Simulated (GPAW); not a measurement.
# InP (F-43m) in GPAW: a series of runs, part 2 of 3

GPAW 26.7.0. Earlier steps stand in the parts before.

**3. Band structure, LDA, spin-orbit coupling, no magnetisation**

run.py

```python
import numpy as np
import spglib
from ase import Atoms
from ase.dft.bandgap import bandgap
from ase.io import read, write
from ase.units import GPa
from gpaw import GPAW, PW
from gpaw.spinorbit import soc_eigenstates

atoms = read('InP.cif')
cell, positions, numbers = spglib.find_primitive(
    (atoms.cell[:], atoms.get_scaled_positions(), atoms.numbers), symprec=1e-4)
atoms = Atoms(numbers, cell=cell, scaled_positions=positions, pbc=True)

calc = GPAW(mode=PW(600),
            xc='LDA',
            kpts={'size': (6, 6, 6), 'gamma': True},
            occupations={'name': 'fermi-dirac', 'width': 0.05},
            nbands=18,
            convergence={'density': 1e-05, 'energy': 1e-05},
            maxiter=150,
            txt='gpaw.txt')
atoms.calc = calc
energy = atoms.get_potential_energy()
forces = atoms.get_forces()
stress = atoms.get_stress()
calc.write('gs.gpw')
write('result.traj', atoms)
print(f'Energy: {energy:.6f} eV')
print('Forces (eV/A):')
print(forces.round(4))
print('Stress (GPa):', (stress / GPa).round(3))
print('Fermi level:', round(calc.get_fermi_level(), 4), 'eV')
print(f'Gap: {bandgap(calc)[0]:.4f} eV, direct: {bandgap(calc, direct=True)[0]:.4f} eV')

path = atoms.cell.bandpath('GXWKGLUWLK,UX', npoints=60, eps=1e-4)
bs_calc = calc.fixed_density(kpts=path, symmetry='off', nbands=30,
                             convergence={'bands': 'CBM+6.0', 'eigenstates': 1e-6}, txt='bands.txt')
bs = bs_calc.band_structure()
bs.write('bs.json')
print(f'Gap on the path: {bandgap(bs_calc)[0]:.4f} eV')

soc = soc_eigenstates(bs_calc, theta=54.7, phi=45)
np.savetxt('soc_bands.dat', soc.eigenvalues(), fmt='%.4f')
mesh = soc_eigenstates('gs.gpw', theta=54.7, phi=45)
np.savetxt('soc_mesh.dat', mesh.eigenvalues(), fmt='%.4f')
print('Fermi level with spin-orbit coupling:', round(mesh.fermi_level, 4), 'eV')
```

InP.cif

```cif
data_InP
_cell_length_a 5.86100000
_cell_length_b 5.86100000
_cell_length_c 5.86100000
_cell_angle_alpha 90.00000000
_cell_angle_beta 90.00000000
_cell_angle_gamma 90.00000000
_space_group_name_H-M_alt 'F-43m'
_space_group_name_Hall 'F -4 2 3'
_space_group_IT_number 216
loop_
_space_group_symop_operation_xyz
'x,y,z'
'y,-x,-z'
'-x,-y,z'
'-y,x,-z'
'x,-y,-z'
'y,x,z'
'-x,y,-z'
'-y,-x,z'
'z,x,y'
'-z,y,-x'
'z,-x,-y'
'-z,-y,x'
'-z,x,-y'
'z,y,x'
'-z,-x,y'
'z,-y,-x'
'y,z,x'
'-x,-z,y'
'-y,z,-x'
'x,-z,-y'
'-y,-z,x'
'x,z,y'
'y,-z,-x'
'-x,z,-y'
'x,y+1/2,z+1/2'
'y,-x+1/2,-z+1/2'
'-x,-y+1/2,z+1/2'
'-y,x+1/2,-z+1/2'
'x,-y+1/2,-z+1/2'
'y,x+1/2,z+1/2'
'-x,y+1/2,-z+1/2'
'-y,-x+1/2,z+1/2'
'z,x+1/2,y+1/2'
'-z,y+1/2,-x+1/2'
'z,-x+1/2,-y+1/2'
'-z,-y+1/2,x+1/2'
'-z,x+1/2,-y+1/2'
'z,y+1/2,x+1/2'
'-z,-x+1/2,y+1/2'
'z,-y+1/2,-x+1/2'
'y,z+1/2,x+1/2'
'-x,-z+1/2,y+1/2'
'-y,z+1/2,-x+1/2'
'x,-z+1/2,-y+1/2'
'-y,-z+1/2,x+1/2'
'x,z+1/2,y+1/2'
'y,-z+1/2,-x+1/2'
'-x,z+1/2,-y+1/2'
'x+1/2,y,z+1/2'
'y+1/2,-x,-z+1/2'
'-x+1/2,-y,z+1/2'
'-y+1/2,x,-z+1/2'
'x+1/2,-y,-z+1/2'
'y+1/2,x,z+1/2'
'-x+1/2,y,-z+1/2'
'-y+1/2,-x,z+1/2'
'z+1/2,x,y+1/2'
'-z+1/2,y,-x+1/2'
'z+1/2,-x,-y+1/2'
'-z+1/2,-y,x+1/2'
'-z+1/2,x,-y+1/2'
'z+1/2,y,x+1/2'
'-z+1/2,-x,y+1/2'
'z+1/2,-y,-x+1/2'
'y+1/2,z,x+1/2'
'-x+1/2,-z,y+1/2'
'-y+1/2,z,-x+1/2'
'x+1/2,-z,-y+1/2'
'-y+1/2,-z,x+1/2'
'x+1/2,z,y+1/2'
'y+1/2,-z,-x+1/2'
'-x+1/2,z,-y+1/2'
'x+1/2,y+1/2,z'
'y+1/2,-x+1/2,-z'
'-x+1/2,-y+1/2,z'
'-y+1/2,x+1/2,-z'
'x+1/2,-y+1/2,-z'
'y+1/2,x+1/2,z'
'-x+1/2,y+1/2,-z'
'-y+1/2,-x+1/2,z'
'z+1/2,x+1/2,y'
'-z+1/2,y+1/2,-x'
'z+1/2,-x+1/2,-y'
'-z+1/2,-y+1/2,x'
'-z+1/2,x+1/2,-y'
'z+1/2,y+1/2,x'
'-z+1/2,-x+1/2,y'
'z+1/2,-y+1/2,-x'
'y+1/2,z+1/2,x'
'-x+1/2,-z+1/2,y'
'-y+1/2,z+1/2,-x'
'x+1/2,-z+1/2,-y'
'-y+1/2,-z+1/2,x'
'x+1/2,z+1/2,y'
'y+1/2,-z+1/2,-x'
'-x+1/2,z+1/2,-y'
loop_
_atom_site_label
_atom_site_type_symbol
_atom_site_symmetry_multiplicity
_atom_site_Wyckoff_symbol
_atom_site_fract_x
_atom_site_fract_y
_atom_site_fract_z
_atom_site_occupancy
In1 In 4 a 0.0000000000 0.0000000000 0.0000000000 1
P1 P 4 c 0.2500000000 0.2500000000 0.2500000000 1
```

Potentials or basis: the program's PAW data sets (release 1.2.1) made for this functional, pw.

On the command line:

```
> OMP_NUM_THREADS=1 python run.py
```

gpaw.txt:

```text
__  _  _
 | _ |_)|_||  |
 |__||  | ||/\| - 26.7.0

Input parameters:
  mode=PW(ecut=600.0),
  convergence={'density': 1e-05, 'energy': 1e-05},
  kpts=MonkhorstPack(size=(6, 6, 6), gamma=True),
  maxiter=150,
  nbands=18,
  occupations=Occupations(name='fermi-dirac', width=0.05),
  xc=XC(name='LDA')

Diagonalizing LCAO Hamiltonian
Converting LCAO to pw mode

           P

       In

Atoms  # Å, Bohr magnetons
|   | symbol |        x |        y |        z |    initial magnetic moments |
|---|--------|----------|----------|----------|-----------------------------|
| 0 |     In | 0.000000 | 0.000000 | 0.000000 | ( 0.0000,  0.0000,  0.0000) |
| 1 |      P | 1.465250 | 1.465250 | 1.465250 | ( 0.0000,  0.0000,  0.0000) |

Unit cell  # Å
| periodic |        x |        y |        z |  lengths |    angles |
|----------|----------|----------|----------|----------|-----------|
|      yes | 0.000000 | 2.930500 | 2.930500 | 4.144353 | 60.000000 |
|      yes | 2.930500 | 0.000000 | 2.930500 | 4.144353 | 60.000000 |
|      yes | 2.930500 | 2.930500 | 0.000000 | 4.144353 | 60.000000 |
[... 175 lines left out ...]
Energy contributions relative to reference atoms: (reference = -169106.896229)

Energy contributions:
  Kinetic:          19.042589
  Coulomb:         -17.575432
  Zero:              0.103444
  External:          0.000000
  Xc:              -11.466792
  Entropy:          -0.000080
  Spinorbit:         0.000000
  ----------------------------
  Free energy:      -9.896270
  Extrapolated:     -9.896230

dipole moment: (-22.642954, -22.642954, -22.642954)  # |e|*Ang

Fermi level: 4.945
Eigenvalues  # (at kpt = [0.000, 0.000, 0.000])
| band index |      eig [eV] | occ [0-2] |
|------------|---------------|-----------|
|          0 |        -9.415 |     2.000 |
|          1 |        -9.415 |     2.000 |
|          2 |        -9.415 |     2.000 |
|          3 |        -9.257 |     2.000 |
|          4 |        -9.257 |     2.000 |
|          5 |        -6.886 |     2.000 |
[... 10 lines left out ...]
|         16 |        15.702 |     0.000 |
|         17 |        15.702 |     0.000 |

Gap: 0.476 eV
Transition (v -> c):
  (s=0, k=0, n=8, [0.00, 0.00, 0.00]) -> (s=0, k=0, n=9, [0.00, 0.00, 0.00])
No difference between direct/indirect transitions

Forces  # eV/Ang
|       x |        y |       z |
|---------|----------|---------|
| 0.00000 | -0.00000 | 0.00000 |  # In   0
| 0.00000 | -0.00000 | 0.00000 |  # P    1

Stress tensor  # eV/Ang^3
|        x |        y |        z |
|----------|----------|----------|
| 0.009283 | 0.000000 | 0.000000 |
| 0.000000 | 0.009283 | 0.000000 |
| 0.000000 | 0.000000 | 0.009283 |

# Writing to gs.gpw (mode='')
```

stdout:

```text
Energy: -9.896230 eV
Forces (eV/A):
[[ 0. -0.  0.]
 [ 0. -0.  0.]]
Stress (GPa): [1.487 1.487 1.487 0.    0.    0.   ]
Fermi level: 4.9447 eV
Gap: 0.4755 eV, direct: 0.4755 eV
Gap on the path: 0.4755 eV
Fermi level with spin-orbit coupling: 4.9536 eV
```

bands.txt:

```text
Diagonalizing LCAO Hamiltonian
Converting LCAO to pw mode
convergence criteria:
- Maximum integral of absolute [eigenst]ate change: 1e-06 eV^2 / valence electron
maximum number of iterations: 150

SCF iterations
|iter     | |      energy | eigst |  dens |
|---------|-|-------------|-------|-------|
|iter:   1| |             | +0.55 |       |
[... 65 lines left out ...]
         [0.41071429, 0.41071429, 0.67857143],
         [0.39285714, 0.39285714, 0.71428571],
         [0.375     , 0.375     , 0.75      ],
         [0.625     , 0.25      , 0.625     ],
         [0.59375   , 0.1875    , 0.59375   ],
         [0.5625    , 0.125     , 0.5625    ],
         [0.53125   , 0.0625    , 0.53125   ],
         [0.5       , 0.        , 0.5       ]])),
  maxiter=150,
  nbands=30,
  occupations=Occupations(name='fermi-dirac', width=0.05),
  symmetry=Symmetry(point_group=False, time_reversal=False),
  xc=XC(name='LDA')
```

Wall time 38 s (1 thread of Arm Neoverse V1, shared host); peak memory 0.26 GiB.

Results:

```
Free energy             : -9.8963 eV
Pressure                : -1.5 GPa
Band gap on the k mesh  : 0.44 eV, direct
Band gap along the path : 0.44 eV, direct
```

Levels at the corners of the path, in eV from the valence-band top:
```csv
point,band 15,band 16,band 17,band 18,band 19,band 20,band 21,band 22
Γ,0.00,0.00,0.00,0.00,0.44,0.44,3.55,3.55
X,-2.47,-2.47,-2.36,-2.36,1.56,1.56,2.08,2.08
W,-3.16,-3.05,-3.00,-2.96,4.14,4.14,4.21,4.24
K,-3.48,-3.37,-2.03,-2.02,2.16,2.17,4.21,4.24
Γ,0.00,0.00,0.00,0.00,0.44,0.44,3.55,3.55
L,-1.10,-1.10,-0.98,-0.98,1.26,1.26,4.55,4.55
U,-3.48,-3.37,-2.03,-2.02,2.16,2.17,4.21,4.24
W,-3.16,-3.05,-3.00,-2.96,4.14,4.14,4.21,4.24
L,-1.10,-1.10,-0.98,-0.98,1.26,1.26,4.55,4.55
K,-3.48,-3.37,-2.03,-2.02,2.16,2.17,4.21,4.24
U,-3.48,-3.37,-2.03,-2.02,2.16,2.17,4.21,4.24
X,-2.47,-2.47,-2.36,-2.36,1.56,1.56,2.08,2.08
```

Caveat: spin-orbit coupling was added after a scalar SCF, so levels and gaps hold it while energy, forces, pressure and moments don't; this program's spin-orbit splittings come out too wide for heavy elements.

**4. Band structure, PBEint, spin-orbit coupling, no magnetisation**

Changes to run.py since step 3:

```diff
@@ -1,4 +1,2 @@
 import numpy as np
-import spglib
-from ase import Atoms
 from ase.dft.bandgap import bandgap
@@ -6,12 +4,11 @@
 from ase.units import GPa
-from gpaw import GPAW, PW
+from gpaw import GPAW, PW, setup_paths
 from gpaw.spinorbit import soc_eigenstates
 
-atoms = read('InP.cif')
-cell, positions, numbers = spglib.find_primitive(
-    (atoms.cell[:], atoms.get_scaled_positions(), atoms.numbers), symprec=1e-4)
-atoms = Atoms(numbers, cell=cell, scaled_positions=positions, pbc=True)
+setup_paths.insert(0, '.')
+
+atoms = read('POSCAR')
 
 calc = GPAW(mode=PW(600),
-            xc='LDA',
+            xc='GGA_X_PBEINT+GGA_C_PBEINT',
             kpts={'size': (6, 6, 6), 'gamma': True},
@@ -35,3 +32,3 @@
 
-path = atoms.cell.bandpath('GXWKGLUWLK,UX', npoints=60, eps=1e-4)
+path = atoms.cell.bandpath('GXWKGLUWLK,UX', npoints=80, eps=1e-4)
 bs_calc = calc.fixed_density(kpts=path, symmetry='off', nbands=30,
@@ -42,5 +39,5 @@
 
-soc = soc_eigenstates(bs_calc, theta=54.7, phi=45)
+soc = soc_eigenstates(bs_calc, theta=90, phi=0)
 np.savetxt('soc_bands.dat', soc.eigenvalues(), fmt='%.4f')
-mesh = soc_eigenstates('gs.gpw', theta=54.7, phi=45)
+mesh = soc_eigenstates('gs.gpw', theta=90, phi=0)
 np.savetxt('soc_mesh.dat', mesh.eigenvalues(), fmt='%.4f')
```

POSCAR

```
InP
1.0
    0.0000000000      2.9305000000      2.9305000000
    2.9305000000      0.0000000000      2.9305000000
    2.9305000000      2.9305000000      0.0000000000
In P
1 1
Direct
    0.0000000000      0.0000000000      0.0000000000
    0.7500000000      0.7500000000      0.7500000000
```

Potentials or basis: PAW data sets generated in the run's folder for this functional, pw.

On the command line:

```
> gpaw-setup -f GGA_X_PBEINT+GGA_C_PBEINT In P
> OMP_NUM_THREADS=1 python run.py
```

Wall time 50 s (1 thread of Arm Neoverse V1, shared host); peak memory 0.29 GiB.

Results (log left out):

```yaml
Free_energy: -9.0473 eV
Pressure: 1.2 GPa
Band_gap_on_the_k_mesh: 0.66 eV, direct
Band_gap_along_the_path: 0.66 eV, direct
```

Levels at the corners of the path, in eV from the valence-band top:
```csv
point,band 16,band 17,band 18,band 19,band 20,band 21
Γ,0.00,0.00,0.00,0.66,0.66,3.64
X,-2.45,-2.34,-2.34,1.64,1.64,2.18
W,-3.03,-2.98,-2.93,4.19,4.20,4.32
K,-3.35,-2.01,-2.00,2.25,2.26,4.30
Γ,0.00,0.00,0.00,0.66,0.66,3.64
L,-1.09,-0.97,-0.97,1.42,1.42,4.61
U,-3.35,-2.01,-2.00,2.25,2.26,4.30
W,-3.03,-2.98,-2.93,4.19,4.20,4.32
L,-1.09,-0.97,-0.97,1.42,1.42,4.61
K,-3.35,-2.01,-2.00,2.25,2.26,4.30
U,-3.35,-2.01,-2.00,2.25,2.26,4.30
X,-2.45,-2.34,-2.34,1.64,1.64,2.18
```

Caveat: spin-orbit coupling was added after a scalar SCF, so levels and gaps hold it while energy, forces, pressure and moments don't; this program's spin-orbit splittings come out too wide for heavy elements.

[end of part 2 of 3]
